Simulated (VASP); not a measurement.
Write the native input for VASP 6.6.1 that does the following.

```yaml
Task: single point
Functional: TB-mBJ
Potentials_or_basis: VASP PAW PBE potentials, release 64 (Sn_d, Ge_d)
Cutoff: 520 eV
k_mesh: 4 × 4 × 4
Occupations: gaussian, width 0.01 eV
Spin: no spin polarisation
Further_INCAR_settings: ALGO = Normal; EDIFF = 1e-07; NBANDS = 126
```

SnGe7:

```
CELL_PARAMETERS angstrom
0.00000 5.76188 5.76188
5.76188 0.00000 5.76188
5.76188 5.76188 0.00000
ATOMIC_POSITIONS crystal
Sn 0.00000 0.00000 0.00000
Sn 0.00000 0.50000 0.50000
Ge 0.00000 0.00000 0.50000
Ge 0.00000 0.50000 0.00000
Ge 0.12500 0.12500 0.12500
Ge 0.12500 0.12500 0.62500
Ge 0.12500 0.62500 0.12500
Ge 0.12500 0.62500 0.62500
Ge 0.50000 0.00000 0.00000
Ge 0.50000 0.00000 0.50000
Ge 0.50000 0.50000 0.00000
Ge 0.50000 0.50000 0.50000
Ge 0.62500 0.12500 0.12500
Ge 0.62500 0.12500 0.62500
Ge 0.62500 0.62500 0.12500
Ge 0.62500 0.62500 0.62500
```

The cell comes from a database or a generator and needn't be the stable form of this composition.

One way to write it, as run:

POSCAR

```
SnGe7
1.0
    0.0000000000      5.7618800000      5.7618800000
    5.7618800000      0.0000000000      5.7618800000
    5.7618800000      5.7618800000      0.0000000000
Sn Ge
2 14
Direct
    0.0000000000      0.0000000000      0.0000000000
    0.0000000000      0.5000000000      0.5000000000
    0.0000000000      0.0000000000      0.5000000000
    0.0000000000      0.5000000000      0.0000000000
    0.1250000000      0.1250000000      0.1250000000
    0.1250000000      0.1250000000      0.6250000000
    0.1250000000      0.6250000000      0.1250000000
    0.1250000000      0.6250000000      0.6250000000
    0.5000000000      0.0000000000      0.0000000000
    0.5000000000      0.0000000000      0.5000000000
    0.5000000000      0.5000000000      0.0000000000
    0.5000000000      0.5000000000      0.5000000000
    0.6250000000      0.1250000000      0.1250000000
    0.6250000000      0.1250000000      0.6250000000
    0.6250000000      0.6250000000      0.1250000000
    0.6250000000      0.6250000000      0.6250000000
```

INCAR.step1

```
PREC = Accurate
ENCUT = 520
EDIFF = 1E-5
ISMEAR = 0
SIGMA = 0.01
LREAL = False
LASPH = True
NELM = 80
ALGO = Normal
ISIF = 2
LWAVE = True
NBANDS = 126
GGA = PE
```

INCAR.step2

```
PREC = Accurate
ENCUT = 520
EDIFF = 1E-7
ISMEAR = 0
SIGMA = 0.01
LREAL = False
LASPH = True
NELM = 80
ALGO = Normal
ISIF = 2
LWAVE = False
LCHARG = True
METAGGA = MBJ
LELF = True
LVHAR = True
NBANDS = 126
ISTART = 1
```

KPOINTS

```
regular mesh
0
Gamma
  4 4 4
```

Potentials or basis: VASP PAW PBE potentials, release 64 (Sn_d, Ge_d).

The run is started by

```bash
$ cat potpaw_PBE.64/Sn_d/POTCAR potpaw_PBE.64/Ge_d/POTCAR > POTCAR
$ cp INCAR.step1 INCAR
$ mpirun -np 1 vasp_std > vasp.out
$ cp INCAR.step2 INCAR
$ mpirun -np 1 vasp_std > vasp.out
```

It gave:

```
Band gap on the k mesh : 0.24 eV
```

Caveat: spin-orbit coupling is left out, which moves the levels of the heavy elements.

Run time: 100 min on 1 thread of AMD EPYC 7R13 Processor (Zen 3), on a shared host, peak memory 0.97 GiB.
